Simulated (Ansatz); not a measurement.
## Sn: strain energy, fitted

Sn, Fd-3m, a = 6.658 Å. Ansatz: PBE, PAW, 420 eV, Γ-centred 12×12×8 mesh on 4 atoms, Gaussian smearing 0.10 eV; no spin polarisation. Series: equal strain along all axes, cell held, atoms fixed by symmetry; x is the strain in per cent. y is the free energy over the unstrained cell, V0 = 36.896 Å³/atom.

| x (%) | y (meV/atom) |
| --- | --- |
| -3.0 | 36.01 |
| -2.0 | 15.06 |
| -1.0 | 3.39 |
| 0.0 | 0.00 |
| 1.0 | 3.97 |
| 2.0 | 14.48 |
| 3.0 | ? |

Task: Fit y = c2 x² + c3 x³ to the other rows, turn c2 into a modulus, and predict the missing energy.

Result: Least squares on the rows shown. y = 3.7489 x² − 0.076070 x³. In eV per unit strain² c2 is 37.49; the stiffness is B for this strain (E = 9/2 B V0 ε², shape held): 2 × 37.49 × 160.2 / (9 × 36.896) = 36 GPa. The unstrained cell keeps some stress along the strain, worth a slope of 0.43 meV/atom per %, which the form leaves out. With a term in x⁴ added, the coefficient of x² becomes 3.545, 5 % less, which shows how far this figure hangs on the form. At x = 3.0 the fit asked for gives 31.69 meV/atom. The run gave 30.81 meV/atom, so the fit is 0.88 meV/atom too high, 2.4 % of the span of the series, against an rms of 0.35 meV/atom on the fitted rows. The row lies outside the fitted range. With a term in x⁴ added, a fit to the same known rows predicts 34.17 meV/atom, further off still.

Cost: 7 runs of about 3.9 core-minutes in all, on Arm Neoverse V2 (shared hosts).